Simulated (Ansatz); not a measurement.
# Charge transition levels of the Zn interstitial in ZnF2, term by term

Method: Ansatz, DFT PBE, scalar-relativistic, plane waves, PAW. Run with 420 eV cutoff, 2×2×2 k-mesh, shifted by half a step, Gaussian smearing of 0.01 eV, collinear spin in charge +1 alone.

Host crystal, relaxed:

```
Zn F
1.0
     4.79987    0.00000    0.00000
     0.00000    4.79987    0.00000
     0.00000    0.00000    3.17548
Zn F
2 4
Direct
  0.50000 0.50000 0.50000
  0.00000 0.00000 0.00000
  0.69562 0.69562 0.00000
  0.80438 0.19562 0.50000
  0.30438 0.30438 0.00000
  0.19562 0.80438 0.50000
```

The Zn interstitial was set at (0.000, 0.500, 0.250) of the host cell, in a supercell of 48 sites (585 Å³), relaxed at fixed cell in each charge q. The host's Kohn–Sham gap is 3.52 eV and its static dielectric constant 8.6 (mean). For each charge: the supercell's free energy over the neutral one with q electrons exchanged at the valence band top, F(q) − F(0) + qE_v; the image-charge term; and the term that aligns the potential far from the defect with the host's.

| q | F(q) − F(0) + qE_v (eV) | image charge (eV) | alignment (eV) |
| --- | --- | --- | --- |
| +2 | -8.660 | 1.164 | 0.642 |
| +1 | -4.355 | 0.291 | 0.411 |
| 0 | 0.000 | 0.000 | 0.000 |

Task: Add the terms and find the levels between neighbouring charges, ε(q/q′) = [A(q′) − A(q)]/(q − q′), with and without the two corrections.

Result: A(q): -6.853 eV for +2, -3.654 eV for +1, 0.000 eV for 0.
```
  level corrected (eV over E_v) uncorrected (eV)
(+2/+1)                     3.20              4.30
 (+1/0)                     3.65              4.36
```

As a check, a point charge in a simple cubic cell of this volume has q²αe²/(2εL) = 0.284 q² eV (e² = 14.40 eV Å, α = 2.837, L = 8.36 Å); the shape of the real cell and the anisotropy of ε can change it somewhat. The term grows as q², so it pushes donor levels down and acceptor levels up.

Task: Which of these charges is lowest with the Fermi level at the valence band top, at mid-gap and at the conduction band bottom?

Result: The line A(q) + qE_F that lies lowest gives the charge: +2 at E_F = 0.00 eV, +2 at E_F = 1.76 eV, +1 at E_F = 3.52 eV. (+1/0) falls outside this Kohn–Sham gap, so the change of charge isn't reached within it; the real gap is usually wider and may hold a localised level, while a level that comes from a carrier in the host's bands only marks the band edge and moves with it. In charge +1 the cell has partly filled levels, from a carrier spread over the host's bands, a defect level that the small cell broadens into a band, or a degenerate defect level that the symmetric start can't split, so the levels beside it are doubtful. Charges beyond those computed could lie lower near the band edges.

Task: The neutral defect forms at 3.12 eV with atoms taken from and returned to the elements. What are the formation energies at those three Fermi levels, and what share of sites would hold the defect at 1200 K with E_F at mid-gap, if the host still stood at that temperature?

Result: E_f = E_f(0) + A(q) + qE_F = -3.73, -0.21, 2.99 eV. With E_f this low the dilute formula fails: the defect would form in large numbers and pin the Fermi level, or these chemical potentials lie outside the host's range of stability. This is the Zn-rich limit; a poorer supply of Zn, or a competing compound of it, raises E_f. The small cell and the narrow Kohn–Sham gap leave errors of tenths of an eV or more.